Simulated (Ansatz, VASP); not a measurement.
## Ta in VASP and in Ansatz

```xyz
1
Lattice="-1.6413 1.6413 1.6413 1.6413 -1.6413 1.6413 1.6413 1.6413 -1.6413" Properties=species:S:1:pos:R:3 pbc="T T T"
Ta    0.0000    0.0000    0.0000
```

Alike in both runs: functional PBEsol; k mesh 14 × 14 × 14; occupations gaussian, width 0.1 eV; no spin polarisation.

Ansatz relaxed the structure, and its values are those at the end. VASP's run is a single point on that final structure, the one shown.

|  | VASP | Ansatz |
| --- | --- | --- |
| version | VASP 6.6.1 | Ansatz 0.2.0 |
| potentials or method | VASP PAW PBE potentials, release 64 (Ta_pv) | scalar-relativistic, plane waves, PAW |
| plane-wave cutoff (eV) | 520 | 420 |
| valence electrons in the cell | 11 | 13 |

|  | VASP | Ansatz | Ansatz less VASP |
| --- | --- | --- | --- |
| gap on the k mesh at the Fermi level (eV) | none | none | - |
| pressure (GPa) | 0.2 | 0.0 | -0.18 |

A gap of «none» marks a metal or a gap that the smearing closes. The functional is the same, so the differences come from potentials, cutoffs and numerics. The two sets of potentials don't hold the same shells in valence. Ansatz warned: «pseudo_functional_mismatch».

Caveats: the PAW data sets were made with another functional, which shifts forces and pressure a little (VASP). Spin-orbit coupling is left out, which matters for the levels of Ta.
